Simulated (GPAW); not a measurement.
Crystal: CdS (Greenockite).

```
CELL_PARAMETERS angstrom
4.15000 0.00000 0.00000
-2.07500 3.59401 0.00000
0.00000 0.00000 6.73700
ATOMIC_POSITIONS crystal
Cd 0.66667 0.33333 0.50000
Cd 0.33333 0.66667 0.00000
S 0.66667 0.33333 0.87500
S 0.33333 0.66667 0.37500
```

Base run:

- Program: GPAW 26.7.0
- Functional: GLLB-SC
- Potentials or basis: the program's PAW data sets (release 1.2.1) made for this functional
- Cutoff: 600 eV
- Basis: pw
- k mesh: 6 × 6 × 3
- Occupations: fermi-dirac, width 0.05 eV
- Spin: no spin polarisation

Its results: band gap on the k mesh with the derivative discontinuity 2.44 eV.

Question: After a change of settings the same cell gave: band gap on the k mesh 0.89 eV, direct. Which change was it?
A. functional from GLLB-SC to LDA
B. functional from GLLB-SC to revPBE
C. functional from GLLB-SC to AM05; potentials or basis from the program's PAW data sets (release 1.2.1) made for this functional to PAW data sets generated in the run's folder for this functional
D. functional from GLLB-SC to BLYP; potentials or basis from the program's PAW data sets (release 1.2.1) made for this functional to PAW data sets generated in the run's folder for this functional

Answer: A.

Caveats: the GLLB-SC gap is the Kohn-Sham gap of the path plus the derivative discontinuity (some runs); a model potential gives levels but no total energy (some runs).

Runs at the PBE level aren't shown here.
